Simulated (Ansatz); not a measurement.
**What a change of settings does: Cu (omega type)**

First run: DFT, PBE, PAW with Ansatz's default frozen-core files, scalar-relativistic (Ansatz 0.2.0).

Command: `ansatz run input.yaml --threads 1 --pin off --max-ram 3072MiB --backend cpu --events-out ev --progress --plain --runs-dir out` It took 6.1 s on 1 thread of Arm Neoverse V2, with other jobs on the host, peak memory 0.35 GiB.

```yaml
crystal:
  lattice:
    - [4.1299563434, 0.0, 0.0]
    - [-2.0649781717, 3.57664711, 0.0]
    - [0.0, 0.0, 2.472527354]
  atoms:
    - { symbol: Cu, position: [0.0, 0.0, 0.0] }
    - { symbol: Cu, position: [0.3333333333, 0.6666666667, 0.5] }
    - { symbol: Cu, position: [0.6666666667, 0.3333333333, 0.5] }
kpoints:
  mp_grid: { grid: [9, 9, 12] }
  band_path:
    path:
      - [0.0, 0.0, 0.0]
      - [0.5, 0.0, 0.0]
      - [0.3333333333, 0.3333333333, 0.0]
      - [0.0, 0.0, 0.0]
      - [0.0, 0.0, 0.5]
      - [0.5, 0.0, 0.5]
      - [0.3333333333, 0.3333333333, 0.5]
      - [0.0, 0.0, 0.5]
      - [0.5, 0.0, 0.5]
    npoints: 8
scf:
  occupations: { method: fermi_dirac, width: 0.08 }
hamiltonian:
  xc: pbe
  pseudopotentials: { kind: paw }
output:
  forces: true
  stress: true
  eigenvalues: true
  populations: true
  dos: { projected: true, de: 0.2, e_range: [-14, 8] }
```

The cell comes from a relaxation on PAW files under the same functional, begun from a prototype that needn't be the stable phase.

This run: the series' base cell.

It converges in 6 SCF iterations at a pressure of -0.01 GPa, cutoff 420 eV.

A second input differs as follows:

```diff
   atoms:
-    - { symbol: Cu, position: [0.0, 0.0, 0.0] }
+    - { symbol: cu, position: [0.0, 0.0, 0.0] }
   occupations: { method: fermi_dirac, width: 0.08 }
+  max_iter: 100
 hamiltonian:
   populations: true
-  dos: { projected: true, de: 0.2, e_range: [-14, 8] }
```

**Question.** What is wrong with it, and what does the program do?

**Answer.** The change was made to test an unknown element. The run is refused before any iteration. The log ends:
```
Error: YAML parse error: error: line 7 column 17: `cu` is not an element symbol (H … Og, case-exact)
 --> <input>:7:17
  |
5 |     - [0.0, 0.0, 2.472527354]
6 |   atoms:
7 |     - { symbol: cu, position: [0.0, 0.0, 0.0] }
  |                 ^ `cu` is not an element symbol (H … Og, case-exact)
8 |     - { symbol: Cu, position: [0.3333333333, 0.6666666667, 0.5] }
9 |     - { symbol: Cu, position: [0.6666666667, 0.3333333333, 0.5] }
  |
```
